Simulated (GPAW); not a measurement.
Crystal: NiO.

```
Ni O
1.0
     2.50462    0.00000    0.00000
     0.00000    2.50462    0.00000
     0.00000    0.00000    2.50462
Ni O
1 1
Direct
  0.00000 0.00000 0.00000
  0.50000 0.50000 0.50000
```

Measurements of this composition are mostly on another form, of space group No. 225.

Base run:

```yaml
Program: GPAW 26.7.0
Functional: r2SCAN
Potentials_or_basis: GPAW PAW data sets (gpaw-data 1.2.1)
Cutoff: 800 eV
Basis: pw
k_mesh: 11 × 11 × 11
Occupations: fermi-dirac, width 0.05 eV
Spin: collinear spin, ferromagnetic start
Starting_moments: "[1.0, 0.0] μB"
Hubbard_terms: Ni d U = 6 eV
```

Its results: band gap on the k mesh none (metal or under the smearing width); pressure 30.5 GPa; net moment 2.00 μB per cell; site moments Ni +1.62; O +0.31 μB.

Task: The run is repeated on the same cell with these changes: hubbard terms from Ni d U = 6 eV to Ni d U = 3 eV. What comes out?

Result: Band gap on the k mesh none (metal or under the smearing width); pressure 32.6 GPa; net moment 2.00 μB per cell; site moments Ni +1.57; O +0.34 μB.

Caveats: the stock nickel data set gives pressures a few GPa off other programs; a pressure of tens of GPa on the cell as given is suspect, and the run, the potentials or the cell itself is likely at fault; the PAW data sets were made with another functional, which shifts forces and pressure a little; a cell with one magnetic atom can't hold antiferromagnetic order, which such compounds often take.

Not every run made on this cell is shown here.
